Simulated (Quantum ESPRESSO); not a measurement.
Ge:

```
CELL_PARAMETERS angstrom
0.00000 2.82891 2.82891
2.82891 0.00000 2.82891
2.82891 2.82891 0.00000
ATOMIC_POSITIONS crystal
Ge 0.75000 0.75000 0.75000
Ge 0.50000 0.50000 0.50000
```

| Property | Result |
| --- | --- |
| Program | Quantum ESPRESSO 7.5 |
| Task | phonons |
| Functional | RPBE |
| Dispersion | D3(BJ) |
| Potentials or basis | GBRV 1.5 PBE |
| Cutoff | 925 eV |
| Density cutoff | 7347 eV |
| k mesh | 6 × 6 × 6, shifted |
| Occupations | cold, width 0.2 eV |
| Spin | no spin polarisation |
| Mixing beta | 0.5 |
| Most SCF iterations | 120 |
| SCF threshold | 4e-10 Ry |
| Startingwfc | atomic |

The first run showed a gap, so the response started from a second, tighter run with fixed occupations.

At Γ the optical frequencies are 303 303 303 cm⁻¹, at a pressure of -4.4 GPa.

Q: How do the modes respond when the cell is scaled evenly, at fixed shape?

A: The highest mode has a Grüneisen parameter of 1.00 and moves by +5.7 cm⁻¹ per GPa. None of the listed modes softens on compression. The pressures give a bulk modulus of about 53 GPa.

Frequencies at 99 % and 101 % of the volume (pressures -3.8 and -4.9 GPa), ions relaxed:
```
mode  99 % (cm⁻¹)  101 % (cm⁻¹)  Grüneisen parameter
   4        305.8         299.7                 1.00
   5        305.8         299.7                 1.00
   6        305.8         299.7                 1.00
```

Modes are matched by their order; those that don't vary smoothly over the three volumes are left out.

Caveat: the potentials were made for another functional, which shifts forces and pressure; the cell is more than 3 GPa from zero pressure, which shifts response properties; this smearing can shift energies of a crystal with a gap; the gap on the mesh is small and may close between mesh points, in which case fixed occupations spoil the response.
